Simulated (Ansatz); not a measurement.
CoPt (L1₀ or tetragonal B2, space group No. 123) at seven volumes, plane-wave PAW PBEsol (Ansatz code), shape and atoms relaxed at each. One row is withheld.

```tsv
V (Å³/atom)	P (GPa)
11.779	?
12.167	18.26
12.555	8.34
12.943	0.00
13.332	-6.93
13.720	-12.61
14.108	-17.29
```

Question: Fit the shown pressures and predict the withheld one.

Answer: P = (3/2)B₀(x^(7/2) − x^(5/2))[1 + (3/4)(B′ − 4)(x − 1)] with x = (V₀/V)^(2/3). Least squares on the six rows gives V₀ = 12.943 Å³/atom, B₀ = 252 GPa, B′ = 5.23. At V = 11.779, x = 1.0648 and P = 30.39 GPa. The run itself gave 30.09 GPa.

Space group P4/mmm (L1₀ or tetragonal B2). The PBEsol relaxation kept the symmetry of its start. Magnetic state: ferromagnetic, chosen from 5 collinear starts compared on coarse meshes (ties went to the first, and starts can fall back to one state), not a proven ground state. Textbook magnetic order: ferromagnetic. Scalar-relativistic: spin–orbit coupling is off unless named, which matters more the heavier the elements.

Potentials: the later of the program's two PAW sets.
